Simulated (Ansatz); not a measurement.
Computed with DFT PBE, scalar-relativistic, plane waves, PAW (Ansatz). Settings: cutoff 420 eV, Γ-centred meshes spaced at most about 0.3 Å⁻¹, and about 0.25 Å⁻¹ or finer for metals (2π included), Gaussian smearing. No spin polarisation in the final relaxations.

These are static total energies at zero pressure. All come from trial cells, and lower structures may exist.

Task: Which of these relaxed structures of SiC₂ is the lowest in energy?
1.

```
CELL_PARAMETERS angstrom
2.93604 0.00000 0.00000
-1.46802 2.54268 0.00000
0.00000 0.00000 13.99923
ATOMIC_POSITIONS crystal
Si 0.66667 0.33333 0.82501
Si 0.66667 0.33333 0.17499
C 0.33333 0.66667 0.82552
C 0.33333 0.66667 0.17448
C 0.33333 0.66667 0.50000
C 0.66667 0.33333 0.50000
```

2.

```
CELL_PARAMETERS angstrom
-1.47262 1.47262 6.26940
1.47262 -1.47262 6.26940
1.47262 1.47262 -6.26940
ATOMIC_POSITIONS crystal
Si 0.00000 0.00000 0.00000
Si 0.75000 0.25000 0.50000
C 0.65968 0.65968 0.00000
C 0.34032 0.34032 0.00000
C 0.40968 0.90968 0.50000
C 0.09032 0.59032 0.50000
```

3.

```
CELL_PARAMETERS angstrom
2.47073 0.00000 0.00000
-1.23537 2.13972 0.00000
0.00000 0.00000 9.02103
ATOMIC_POSITIONS crystal
Si 0.00000 0.00000 0.50000
C 0.66667 0.33333 0.00000
C 0.33333 0.66667 0.00000
```

4.

```
CELL_PARAMETERS angstrom
2.83909 0.00000 0.00000
-1.41954 2.45872 0.00000
0.00000 0.00000 7.63172
ATOMIC_POSITIONS crystal
Si 0.33333 0.66667 0.35060
Si 0.66667 0.33333 0.64940
C 0.33333 0.66667 0.76641
C 0.33333 0.66667 0.96189
C 0.66667 0.33333 0.03811
C 0.66667 0.33333 0.23359
```

Result: 3. It has space group P6/mmm (No. 191); the next, 2, with Si and C ordered on diamond sites, space group I4_1/amd (No. 141), lies 136 meV/atom higher. Counting C atoms around Si (those within 1.25 times the shortest such distance or 1.15 times the sum of covalent radii, 1.27 where that leaves under three; a plus sign parts nearer from farther groups; the shortest distance is added where it exceeds 1.18 times the sum of covalent radii), the lowest has Si 12+12+24 from 4.7 Å and the next has Si 4. The lowest holds Si–Si nets (shortest 2.47 Å) and C–C nets (shortest 1.43 Å); the next holds C–C chains (shortest 1.71 Å). Even the lowest lies +0.32 eV/atom against the elements.

Weakly bound directions are ill-defined at this level, which has no dispersion term (P6/mmm, P-6m2), and this can change margins and order among such cells. Cells relaxed within their symmetry can be saddle points. Some types were kept out of the candidates beforehand, so the set may lack a known form.
